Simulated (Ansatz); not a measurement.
# GaAs: relaxation and set-up runs, part 2 of 2

The task: find the equilibrium structure of GaAs, then run the references that a scan would need.

Ansatz 0.2.0; DFT PBE, scalar-relativistic, plane waves, PAW. Earlier steps stand in the parts before.

## (5) The clean substrate in the cell of the map

input.yaml reads:

```yaml
crystal:
  lattice:
    - [4.062960926, 0.0, 0.0]
    - [-2.031480463, 3.5186273765, 0.0]
    - [0.0, 0.0, 19.6715433291]
  atoms:
    - { symbol: As, position: [0.0, 0.0, 0.2033394093] }
    - { symbol: Ga, position: [0.3333333333, 0.6666666667, 0.245499214] }
    - { symbol: As, position: [0.3333333333, 0.6666666667, 0.3841855389] }
    - { symbol: Ga, position: [0.6666666667, 0.3333333333, 0.4153991983] }
basis:
  ecutwfc: 420
kpoints:
  mp_grid: { grid: [9, 9, 1] }
hamiltonian:
  xc: pbe
  pseudopotentials: { kind: paw, azcp: { folder: soft_1 } }
scf:
  occupations: { method: gaussian, width: 0.05 }
output:
  forces: true
  eigenvalues: true
efield:
  axis: 3
  dipole_correction: true
  ramp_width: 0.04
```

Launch:

```bash
$ ansatz run input.yaml --threads 2 --pin off --max-ram 6144MiB --backend cpu --events-out ev --progress --plain --runs-dir out
```

The log of the run:

```text
Warning: RAYON_NUM_THREADS=2 ignored (pool sized by the plan → 2); use --threads N
Engine: ansatz 0.2.0, x86_64-unknown-linux-gnu
Pseudopotentials: kind: paw
Pseudopotential: As, paw, valence charge 15, recommended cutoff 420 eV (normal), <dir>
Pseudopotential: Ga, paw, valence charge 13, recommended cutoff 420 eV (normal), <dir>
Functional definition: PBE
  parameter kappa = 0.804
  parameter beta = 0.06672455060314922
  exchange = pbe_x(kappa = kappa, mu = beta*pi^2/3)
  correlation = pbe_c(beta = beta)
Crystal: 4 atoms, lattice volume = 281.225 Å³
Basis set: ecut = 420 eV, 5501 PW (Γ), exchange–correlation on 60×60×270 points (8 copies of the dense FFT grid, shifted against one another)
Bands: 34, of which v1, the nominal top of the filled ones, is band 28 counted from 1 (27 counted from 0)
Symmetry: 6 space group operations
Space group: P3m1 (ITA 156), of the structure as read, at distance tolerance 6.6e-5 Å
k-points: 12 of 81 (time reversal used)
Non-local potential: As, projectors of the file, l = 0: 2, l = 1: 2, l = 2: 3, l = 3: 1
Non-local potential: Ga, projectors of the file, l = 0: 2, l = 1: 2, l = 2: 3, l = 3: 1
PAW form: soft (Blöchl's): semilocal exchange-correlation on the pseudo side does not see the compensation charge
PAW one-centre angular grid: As, 590 points (default); XC on 64 Gauss nodes
PAW one-centre angular grid: Ga, 590 points (default); XC on 64 Gauss nodes
Initial density: superposition of atomic densities (neutral atoms: chi_scale 0, normalization atom)
Initial wavefunctions: pseudopotential atomic-orbital guess
Functional: x = pbe(κ = 0.804, μ = 0.2195149727645171), c = pbe(β = 0.06672455060314922)
SCF iter   1: F=—  HF=-17279.038972 eV  |F-HF|=—  |Δ(HF+E_count)|=         —  Δρ=2.21e-2  dr2=4.17e0  ethr=3.10e-3  p=0.000 e·Å  D=8.39e-6 V/Å  ΔV_dip=-0.00 eV  dr2_dipole=1.19e0  V_vac-E_F(+/−)=5.90/5.90 eV  ⟨swp⟩=6.8  Hψ=1822  notcnv=0
efield: sawtooth ramp at fractional position 0.7894 (placed from the atoms, in the widest stretch of the axis that holds none; the zero of the levels goes with the place), width 0.0400; the density the first Hamiltonian is built on has a dipole p = 0.000 e·Å; the dipole correction subtracts the counter field D = 8.39e-6 V/Å, which shifts the + side's vacuum level by -0.00 eV against the − side's; the planar-averaged density in the ramp window peaks in size at 6.9e-6 e/Å³
preconditioner: auto → Resta (q_TF=auto, 2.085 Å⁻¹)  ε∞=1.9  [insulator: Δε(μ)=1.042 eV  Ē_g=13.632 eV  σ=0.050 eV  W_gap=1.00  n_scr=54 (ndim 8)  ℏωp=13.3 eV  f_vac=0.603  D(μ)=0.00/eV (n_scr^D=0)  ε∞_Penn≈1.9  vacuum switching on, ρ_ref=1.3e-2 e/Å³]
SCF iter   2: F=—  HF=-17281.961903 eV  |F-HF|=—  |Δ(HF+E_count)|=    2.92e0  Δρ=3.48e-2  dr2=7.14e1  ethr=3.10e-3  p=0.529 e·Å  D=3.40e-1 V/Å  ΔV_dip=-6.69 eV  dr2_dipole=3.10e1  V_vac-E_F(+/−)=1.12/7.81 eV  ⟨swp⟩=4.9  Hψ=859  notcnv=0  defer=20  recentre
preconditioner: auto → LDOS  [metal: Δε(μ)=0.036 eV  Ē_g=13.563 eV  σ=0.050 eV  W_gap=0.38  n_scr=54 (ndim 8)  ℏωp=13.3 eV  f_vac=0.609  D(μ)=3.47/eV (n_scr^D=8)  β→1.0]
SCF iter   3: F=—  HF=-17278.800974 eV  |F-HF|=—  |Δ(HF+E_count)|=    3.16e0  Δρ=1.79e-2  dr2=2.90e0  ethr=3.10e-3  p=0.025 e·Å  D=1.62e-2 V/Å  ΔV_dip=-0.32 eV  dr2_dipole=8.58e-1  V_vac-E_F(+/−)=5.55/5.87 eV  ⟨swp⟩=4.3  Hψ=809  notcnv=0  defer=15
SCF iter   4: F=—  HF=-17278.477223 eV  |F-HF|=—  |Δ(HF+E_count)|=   3.24e-1  Δρ=1.18e-2  dr2=9.86e-1  ethr=3.10e-3  p=0.107 e·Å  D=6.86e-2 V/Å  ΔV_dip=-1.35 eV  dr2_dipole=2.37e-1  V_vac-E_F(+/−)=4.59/5.94 eV  ⟨swp⟩=2.3  Hψ=543  notcnv=0  defer=19
SCF iter   5: F=—  HF=-17278.426242 eV  |F-HF|=—  |Δ(HF+E_count)|=   5.10e-2  Δρ=6.32e-3  dr2=1.97e0  ethr=1.76e-3  p=0.223 e·Å  D=1.43e-1 V/Å  ΔV_dip=-2.82 eV  dr2_dipole=8.12e-1  V_vac-E_F(+/−)=2.77/5.60 eV  ⟨swp⟩=3.6  Hψ=664  notcnv=0  defer=19
SCF iter   6: F=—  HF=-17278.356843 eV  |F-HF|=—  |Δ(HF+E_count)|=   6.94e-2  Δρ=2.67e-3  dr2=3.69e-1  ethr=1.76e-3  p=0.194 e·Å  D=1.25e-1 V/Å  ΔV_dip=-2.46 eV  dr2_dipole=1.51e-1  V_vac-E_F(+/−)=3.05/5.51 eV  ⟨swp⟩=1.7  Hψ=493  notcnv=0  defer=17
SCF iter   7: F=—  HF=-17278.340530 eV  |F-HF|=—  |Δ(HF+E_count)|=   1.63e-2  Δρ=1.65e-3  dr2=1.40e-1  ethr=6.60e-4  p=0.182 e·Å  D=1.17e-1 V/Å  ΔV_dip=-2.30 eV  dr2_dipole=5.48e-2  V_vac-E_F(+/−)=3.08/5.38 eV  ⟨swp⟩=1.1  Hψ=411  notcnv=0  defer=17
SCF iter   8: F=—  HF=-17278.331876 eV  |F-HF|=—  |Δ(HF+E_count)|=   8.65e-3  Δρ=6.56e-4  dr2=1.87e-2  ethr=2.50e-4  p=0.173 e·Å  D=1.11e-1 V/Å  ΔV_dip=-2.19 eV  dr2_dipole=7.64e-3  V_vac-E_F(+/−)=3.17/5.36 eV  ⟨swp⟩=2.2  Hψ=467  notcnv=0  defer=18
SCF iter   9: F=—  HF=-17278.330198 eV  |F-HF|=—  |Δ(HF+E_count)|=   1.68e-3  Δρ=1.62e-4  dr2=8.64e-4  ethr=3.34e-5  p=0.166 e·Å  D=1.07e-1 V/Å  ΔV_dip=-2.10 eV  dr2_dipole=2.99e-4  V_vac-E_F(+/−)=3.26/5.35 eV  ⟨swp⟩=1.4  Hψ=443  notcnv=0  defer=18
SCF iter  10: F=—  HF=-17278.330146 eV  |F-HF|=—  |Δ(HF+E_count)|=   5.17e-5  Δρ=9.03e-5  dr2=2.87e-4  ethr=1.54e-6  p=0.165 e·Å  D=1.06e-1 V/Å  ΔV_dip=-2.09 eV  dr2_dipole=1.06e-4  V_vac-E_F(+/−)=3.27/5.36 eV  ⟨swp⟩=1.2  Hψ=424  notcnv=0  defer=18
SCF iter  11: F=—  HF=-17278.330123 eV  |F-HF|=—  |Δ(HF+E_count)|=   2.28e-5  Δρ=4.66e-5  dr2=7.77e-5  ethr=5.12e-7  p=0.165 e·Å  D=1.06e-1 V/Å  ΔV_dip=-2.08 eV  dr2_dipole=2.71e-5  V_vac-E_F(+/−)=3.27/5.36 eV  ⟨swp⟩=1.2  Hψ=391  notcnv=0  defer=18
SCF iter  12: F=—  HF=-17278.330118 eV  |F-HF|=—  |Δ(HF+E_count)|=   5.21e-6  Δρ=1.82e-5  dr2=7.97e-6  ethr=1.39e-7  p=0.165 e·Å  D=1.06e-1 V/Å  ΔV_dip=-2.08 eV  dr2_dipole=3.02e-6  V_vac-E_F(+/−)=3.28/5.36 eV  ⟨swp⟩=1.6  Hψ=413  notcnv=0  defer=18
SCF iter  13: F=—  HF=-17278.330117 eV  |F-HF|=—  |Δ(HF+E_count)|=   6.95e-7  Δρ=9.51e-6  dr2=3.43e-6  ethr=1.42e-8  p=0.164 e·Å  D=1.06e-1 V/Å  ΔV_dip=-2.08 eV  dr2_dipole=1.27e-6  V_vac-E_F(+/−)=3.28/5.36 eV  ⟨swp⟩=1.9  Hψ=478  notcnv=0  defer=18
SCF iter  14: F=-17278.330117 eV  HF=-17278.330117 eV  |F-HF|=8.62e-9  |Δ(HF+E_count)|=   3.66e-7  Δρ=1.23e-6  dr2=1.56e-8  ethr=1.79e-10  p=0.164 e·Å  D=1.06e-1 V/Å  ΔV_dip=-2.08 eV  dr2_dipole=4.79e-9  V_vac-E_F(+/−)=3.28/5.36 eV  ⟨swp⟩=12.9  Hψ=2101  notcnv=0
SCF 1 converged in 14 iterations: F = -17278.330117 eV  dr2 = 1.56e-8
SCF converged after 14 iterations
Free energy (F): -17278.330117 eV
Harris-Foulkes:  -17278.330117 eV  (|F-HF|=8.62e-9)
Internal energy: -17278.329420 eV  (E = F + TS)
E sigma→0 (E₀):  -17278.329769 eV
Entropy (-TS):   -0.000697 eV (-0.174 meV/atom)
Fermi energy:    -0.289873 eV
Dipole field:    D = 0.105693 V/Å  (p = 0.164262 e·Å, saw-weighted, corrected)
Work function:   Φ+ = 3.2826 eV   Φ− = 5.3617 eV
Levels:          The Fermi level and band energies are counted from a zero that moves with the ramp; work functions are not
--- Per-component energies (eV) ---
  E_band       = -1110.411854
  E_kinetic    = 414.137668
  E_local      = -37722.479296  (includes V_loc(G=0)·N_el)
  E_nonlocal   = -975.994171
  E_hartree    = 19229.587607
  E_xc         = -265.308642
  E_vxc        = -256.200357  (∫ρ·V_xc dr)
  E_paw        = -8004.480009  (= ΣΔE_a)
  E_vpaw       = -1028.909447  (= ΣTr[D̂ρ^β])
  E_aug_tail   = -0.000422  (compensation charges beyond the density's cutoff)
  E_efield     = 0.008681  (sawtooth field / dipole correction)
  E_vefield    = -0.148705  (∫n·V_field dr)
  E_ewald      = 10046.199165
  E_smearing   = -0.000697  (= −TS)
  E_closure    = -0.000000  (closes the sum)
  Σ components = -17278.330117   (vs F -17278.330117, Δ=0.00e0)
--- Forces (eV/Å), atoms counted from 1 ---
  atom   1  As     0.00000000    -0.00000000     0.50890747
  atom   2  Ga    -0.00000000    -0.00000000    -0.49908114
  atom   3  As    -0.00000000    -0.00000000    -0.02230049
  atom   4  Ga    -0.00000000    -0.00000000     0.01249532
  max |Σ_I F_I| component: 2.12e-5 eV/Å
--- Band table (eV; the first three rows and the last of 12) ---
  k-point 0: bands = ["-36.4556", "-36.4556", "-36.4523", "-36.4449", "-36.4449", "-34.9806", "-34.9806", "-34.9702", "-34.9696", "-34.9696", "-16.1790", "-16.0902", "-16.0902", "-16.0320", "-16.0320", "-14.8013", "-14.7211", "-14.7211", "-14.6565", "-14.6565", "-13.0335", "-11.2773", "-5.4109", "-2.6226", "-2.0491", "-2.0491", "-0.4800", "-0.2899", "-0.2899", "0.7593", "1.5940", "3.1211", "3.1211", "3.1965"]
  k-point 1: bands = ["-36.4556", "-36.4555", "-36.4522", "-36.4450", "-36.4449", "-34.9806", "-34.9805", "-34.9701", "-34.9697", "-34.9696", "-16.1760", "-16.0938", "-16.0894", "-16.0336", "-16.0290", "-14.7984", "-14.7254", "-14.7209", "-14.6583", "-14.6537", "-12.9227", "-11.1668", "-5.4128", "-3.4679", "-2.3167", "-2.2677", "-1.1816", "-0.4976", "0.3403", "1.1516", "2.1790", "2.9245", "3.3439", "3.5437"]
  k-point 2: bands = ["-36.4557", "-36.4552", "-36.4520", "-36.4451", "-36.4449", "-34.9807", "-34.9802", "-34.9699", "-34.9697", "-34.9696", "-16.1700", "-16.1016", "-16.0879", "-16.0377", "-16.0208", "-14.7919", "-14.7361", "-14.7207", "-14.6625", "-14.6462", "-12.6069", "-10.8536", "-5.7542", "-4.6360", "-3.0596", "-2.7233", "-1.4628", "-0.9365", "0.5225", "1.2456", "2.5016", "3.3375", "3.8630", "4.1919"]
  k-point 11: bands = ["-36.4554", "-36.4552", "-36.4515", "-36.4451", "-36.4450", "-34.9803", "-34.9800", "-34.9698", "-34.9697", "-34.9695", "-16.1585", "-16.1113", "-16.0901", "-16.0431", "-16.0065", "-14.7753", "-14.7574", "-14.7259", "-14.6642", "-14.6358", "-11.4598", "-9.7481", "-7.6964", "-6.2412", "-4.9472", "-3.2806", "-2.6663", "-0.7682", "-0.1289", "2.3262", "3.5172", "4.3061", "4.7268", "5.5509"]
```

It took 4.1 s on 2 threads of Intel Xeon 6975P-C (Granite Rapids), shared host; peak memory 0.53 GiB.

From the log: work function 3.28 eV (top face), 5.36 eV (bottom face); dipole along +c 0.164 e·Å per cell.

Plane-averaged electrostatic potential energy of an electron across the slab, counted from the Fermi level:

(z (Å), V (eV)): (0.00, 5.36), (0.29, 5.36), (0.58, 5.36), (0.87, 5.36), (1.17, 5.35), (1.46, 5.33), (1.75, 5.29), (2.04, 5.20), (2.33, 5.01), (2.62, 4.57), (2.91, 3.61), (3.21, 1.28), (3.50, -0.60), (3.79, -1.09), (4.08, -2.32), (4.37, -2.84), (4.66, -1.06), (4.95, 1.14), (5.25, 0.92), (5.54, 0.77), (5.83, 2.17), (6.12, 2.79), (6.41, 2.29), (6.70, 0.17), (6.99, -2.34), (7.29, -3.60), (7.58, -3.96), (7.87, -3.38), (8.16, -2.40), (8.45, -1.33), (8.74, -1.03), (9.03, 0.21), (9.33, 1.85), (9.62, 2.58), (9.91, 2.94), (10.20, 3.12), (10.49, 3.20), (10.78, 3.24), (11.07, 3.26), (11.37, 3.27), (11.66, 3.28), (11.95, 3.28), (12.24, 3.28), (12.53, 3.28), (12.82, 3.28), (13.11, 3.28), (13.41, 3.28), (13.70, 3.28), (13.99, 3.28)

## (6) Variant: symmetry.detect false, xc_grid 3, ecutwfc left out

input.yaml: that of step 5 with these lines changed.

```diff
@@ -10,4 +10,5 @@
     - { symbol: Ga, position: [0.6666666667, 0.3333333333, 0.4153991983] }
+  symmetry: { detect: false }
 basis:
-  ecutwfc: 420
+  xc_grid: 3
 kpoints:
```

Launch:

```bash
$ ansatz run input.yaml --threads 2 --pin off --max-ram 6144MiB --backend cpu --events-out ev --progress --plain --runs-dir out
```

The log of the run (excerpt; [...] marks lines left out):

```text
Warning: RAYON_NUM_THREADS=2 ignored (pool sized by the plan → 2); use --threads N
[...]
Pseudopotentials: kind: paw
Pseudopotential: As, paw, valence charge 15, recommended cutoff 420 eV (normal), <dir>
Pseudopotential: Ga, paw, valence charge 13, recommended cutoff 420 eV (normal), <dir>
Functional definition: PBE
[...]
Crystal: 4 atoms, lattice volume = 281.225 Å³
Basis set: ecut = 420 eV, 5501 PW (Γ), exchange–correlation on 90×90×405 points (27 copies of the dense FFT grid, shifted against one another)
Bands: 34, of which v1, the nominal top of the filled ones, is band 28 counted from 1 (27 counted from 0)
Symmetry: 1 space group operations
k-points: 41 of 81 (time reversal used)
[...]
SCF iter   1: F=—  HF=-17279.038981 eV  |F-HF|=—  |Δ(HF+E_count)|=         —  Δρ=2.21e-2  dr2=4.17e0  ethr=3.10e-3  p=0.000 e·Å  D=8.39e-6 V/Å  ΔV_dip=-0.00 eV  dr2_dipole=1.19e0  V_vac-E_F(+/−)=5.90/5.90 eV  ⟨swp⟩=6.9  Hψ=6312  notcnv=0
[...]
SCF iter  14: F=-17278.330119 eV  HF=-17278.330119 eV  |F-HF|=7.99e-9  |Δ(HF+E_count)|=   3.66e-7  Δρ=1.25e-6  dr2=1.53e-8  ethr=1.79e-10  p=0.164 e·Å  D=1.06e-1 V/Å  ΔV_dip=-2.08 eV  dr2_dipole=4.67e-9  V_vac-E_F(+/−)=3.28/5.36 eV  ⟨swp⟩=13.4  Hψ=7225  notcnv=0
[...]
SCF converged after 14 iterations
Free energy (F): -17278.330119 eV
[...]
E sigma→0 (E₀):  -17278.329771 eV
Entropy (-TS):   -0.000697 eV (-0.174 meV/atom)
Fermi energy:    -0.289873 eV
Dipole field:    D = 0.105694 V/Å  (p = 0.164264 e·Å, saw-weighted, corrected)
Work function:   Φ+ = 3.2826 eV   Φ− = 5.3617 eV
Levels:          The Fermi level and band energies are counted from a zero that moves with the ramp; work functions are not
[...]
--- Forces (eV/Å), atoms counted from 1 ---
  atom   1  As    -0.00000002     0.00000002     0.50890704
  atom   2  Ga    -0.00000000    -0.00000001    -0.49907979
  atom   3  As     0.00000006     0.00000005    -0.02230053
  atom   4  Ga    -0.00000001     0.00000000     0.01249441
[...]
--- Band table (eV; the first three rows and the last of 41) ---
[...]
```

It took 13 s on 2 threads of Intel Xeon 6975P-C (Granite Rapids), shared host; peak memory 0.72 GiB.

```tsv
run	ending	energy change	gap (eV)	force (eV/Å)	cycles	time
step 5	converged	0	0.00	0.51	14	4.1 s
variant	converged	0.0 meV/atom	0.00	0.51	14	13 s
```

Changing the use of symmetry and numerical grids leaves the energy as it was (0.0 meV/atom). Cost: 13 s against 4.1 s.

## (7) Summary of results

What follows sums up all 2 parts. Changes of volume or cell count from the first structure of part 1.

| quantity | value |
| --- | --- |
| relaxed cell (conventional) | a = 5.746 Å, b = 5.746 Å, c = 5.746 Å, α = 90.00°, β = 90.00°, γ = 90.00° |
| space group (0.01 Å) | F-43m (No. 216) |
| volume | 23.71 Å³/atom |
| gap on the mesh | 0.16 eV |
| step 6, run with symmetry.detect false, xc_grid 3, ecutwfc left out (against step 5) | 0.0 meV/atom |

What this shows: The cell grew by 5.0 % in volume on relaxing. PBE usually gives cells somewhat too large. Measured lattice constant a of GaAs: 5.65325 Å (298 K; a printed reference work, textbook). This calculation gives 5.746 Å (+1.6 %). That is the cell relaxed with PBE, without thermal expansion or zero-point motion.

These are semilocal Kohn-Sham gaps, which aren't the measured quantity. Such gaps usually fall short of the measured ones.
